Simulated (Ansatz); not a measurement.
## Li: equation of state with LDA

The system is Li.

```
Li
1.0
    -1.75465    1.75465    1.75465
     1.75465   -1.75465    1.75465
     1.75465    1.75465   -1.75465
Li
1
Direct
  0.00000 0.00000 0.00000
```

* Program: Ansatz 0.2.0
* Task: equation of state
* Functional: LDA
* Potentials or basis: Ansatz PAW
* Cutoff: 420 eV
* Density cutoff: 1680 eV
* k mesh: 11 × 11 × 11
* Occupations: fermi-dirac, width 0.05 eV
* Spin: no spin polarisation

* Equilibrium volume: 18.99 Å³/atom (rough: see the caveat)
* Bulk modulus: 15.0 GPa (rough)

Energy against volume, from the lowest point:
```tsv
volume (Å³/atom)	energy (meV/atom)
20.312	0.00
20.744	2.78
21.177	6.18
21.609	10.14
22.041	14.62
22.473	19.57
22.905	24.95
```

All runs of the series together: 1.1 s on 2 threads of AMD EPYC 9B45 (Zen 5), with other jobs on the host.

Caveat: the minimum lies outside the volumes run.
